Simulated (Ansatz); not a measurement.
# Calculated 14N nuclear quadrupole resonance for Si₃N₄ at a changed volume

Cell: a structure deposited in the COD, relaxed with PBE at fixed cell and then changed (volume scaled by 1.06, ions relaxed).

Space group I-43d (No. 220); a = 6.6017 Å.

| site | Wyckoff | site symmetry | x | y | z |
| --- | --- | --- | --- | --- | --- |
| Si | 12b | -4.. | 0.3750 | 0.5000 | 0.7500 |
| N | 16c | .3. | 0.2831 | 0.2831 | 0.2831 |

One atom of each set is listed; the run and its k-mesh use a cell of 14 atoms with edges of 5.72, 5.72, 5.72 Å.

All values are calculated (Ansatz; DFT, PBE, plane waves and PAW, scalar-relativistic, 420 eV cutoff, Γ-centred 6×6×6 k-points, Fermi–Dirac smearing 0.02 eV), not measured.

14N: I = 1, Q = 20.44 mb (year-2017 value). Static lattice, zero field.

Problem. The simulated lines lie at 2.32 MHz. What are |C_Q|, η and |V_zz| at N?

Solution. For I = 1 the lines are ν± = (3/4)|C_Q|(1 ± η/3) and ν₀ = |C_Q|η/2. Here |C_Q| = 3.10 MHz, η = 0.00 and |V_zz| = 6.26 × 10²¹ V/m². The calculation gives V_zz negative; the lines don't show the sign. The site has 3 Si at 1.79 Å.

An axis of threefold or higher order runs through N, so V_zz lies along it and η is zero.

At this changed cell the PBE pressure is -12 GPa.

The relaxation (3 steps) took 8 s of wall time (29 s of CPU time) and 0.51 GiB at its peak, on 4 threads of Arm Neoverse V1 (aarch64; 8 cores open to the job, memory cap 8.0 GiB, no GPU), a shared host with a load of 0.5 a core.
